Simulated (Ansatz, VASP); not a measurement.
## One calculation of GaN, two programs

```
CELL_PARAMETERS angstrom
0.00000 2.23838 2.23838
2.23838 0.00000 2.23838
2.23838 2.23838 0.00000
ATOMIC_POSITIONS crystal
Ga 0.00000 0.00000 0.00000
N 0.25000 0.25000 0.25000
```

Change from the starting cell: volume scaled by 0.98.

Alike in both runs: task single point; functional PBE; k mesh 10 × 10 × 10; occupations fermi-dirac, width 0.05 eV; no spin polarisation.

|  | VASP | Ansatz |
| --- | --- | --- |
| version | VASP 6.6.1 | Ansatz 0.2.0 |
| potentials or method | VASP PAW PBE potentials, release 64 (Ga_d, N), cutoff 520 eV | all-electron LAPW, scalar-relativistic |

Ansatz gave:

| Item | Value |
| --- | --- |
| gap on the k mesh at the Fermi level (eV) | 1.86 |
| least direct gap on the mesh (eV) | 1.86 |
| pressure (GPa) | 9.0 |

**Question.** Which values does VASP return?

**Answer.** gap on the k mesh at the Fermi level (eV): 1.85; least direct gap on the mesh (eV): 1.85; pressure (GPa): 9.2.

Ansatz ran all-electron here, so the differences hold the error of VASP's frozen core and of both bases.
